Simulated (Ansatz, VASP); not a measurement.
# One calculation of P, two programs

INCAR

```
PREC = Accurate
ENCUT = 600
EDIFF = 1E-7
ISMEAR = 0
SIGMA = 0.1
LREAL = False
LASPH = True
NELM = 100
ALGO = Normal
ISIF = 3
LWAVE = False
LCHARG = False
GGA = PE
IBRION = 2
NSW = 90
EDIFFG = -0.04
```

Contents of KPOINTS:

```
Automatic mesh
0
Gamma
  4 4 4
```

POSCAR

```
P
1.0
    0.0000000000      4.8070665269      2.7838085465
    3.2301367875      0.0000000000      2.7838085465
    3.2301367875      4.8070665269      0.0000000000
P
3
Direct
    0.3079300000      0.6920700000      0.6920700000
    0.6920700000      0.3079300000      0.3079300000
    0.8333300000      0.8333300000      0.1666700000
```

Input for Ansatz:

```yaml
crystal:
  lattice:
    - [0.0, 4.8070665269, 2.7838085465]
    - [3.2301367875, 0.0, 2.7838085465]
    - [3.2301367875, 4.8070665269, 0.0]
  atoms:
    - { symbol: P, position: [0.30793, 0.69207, 0.69207] }
    - { symbol: P, position: [0.69207, 0.30793, 0.30793] }
    - { symbol: P, position: [0.83333, 0.83333, 0.16667] }
basis:
  ecutwfc: 420
kpoints:
  mp_grid: { grid: [4, 4, 4] }
hamiltonian:
  xc: pbe
scf:
  occupations: { method: gaussian, width: 0.1 }
  lower_state_search: "off"
output:
  forces: true
  stress: true
  eigenvalues: true
relax:
  adjacent_minimum: "off"
  f_tol: 0.04
  max_steps: 70
  cell: { stress_tol: 0.4 }
```

Alike in both runs: task relaxation of cell and atoms; functional PBE; k mesh 4 × 4 × 4; occupations gaussian, width 0.1 eV; no spin polarisation.

```csv
,VASP,Ansatz
version,VASP 6.6.1,Ansatz 0.2.0
potentials or method,"VASP PAW PBE potentials, release 64 (P)","scalar-relativistic, plane waves, PAW"
plane-wave cutoff (eV),600,420
valence electrons in the cell,15,15
```

|  | VASP | Ansatz | Ansatz less VASP |
| --- | --- | --- | --- |
| gap on the k mesh at the Fermi level, each at its own relaxed structure (eV) | none | none | - |
| relaxed volume (Å³/atom) | 17.50 | 17.68 | +0.178 |
| relaxed cell length with the largest relative difference (Å) | 4.444 | 4.484 | +0.0396 |
| energy change over the relaxation (meV/atom) | -134 | -134 | -0.1 |

A gap of «none» marks a metal or a gap that the smearing closes.

Caveats: the k mesh is coarse (spacing up to 0.41 Å⁻¹), so the values aren't converged; the volume moved by over 15 % at a fixed basis, so the end points are rough.
